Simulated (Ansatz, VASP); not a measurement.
**W: VASP beside Ansatz**

```xyz
1
Lattice="0.0000 2.0129 2.0129 2.0129 0.0000 2.0129 2.0129 2.0129 0.0000" Properties=species:S:1:pos:R:3 pbc="T T T"
W     0.0000    0.0000    0.0000
```

Change from the starting cell: volume scaled by 0.975, PAW files.

Alike in both runs: task electric field gradients; functional LDA; k mesh 14 × 14 × 14; occupations fermi-dirac, width 0.05 eV; no spin polarisation.

|  | VASP | Ansatz |
| --- | --- | --- |
| version | VASP 6.6.1 | Ansatz 0.2.0 |
| potentials or method | VASP PAW LDA potentials, release 64 (W_sv) | PAW with Ansatz's default frozen-core files, scalar-relativistic |
| plane-wave cutoff (eV) | 520 | 420 |
| valence electrons in the cell | 14 | 14 |

```csv
,VASP,Ansatz,Ansatz less VASP
pressure (GPa),-9.8,-11.3,-1.56
Vzz of the field gradient on the site that differs most (V/Å²),0.0,0.0,0.00
```

Ansatz warned: «gradients_without_spin_orbit».

Spin-orbit coupling is left out, which matters for the levels of W.
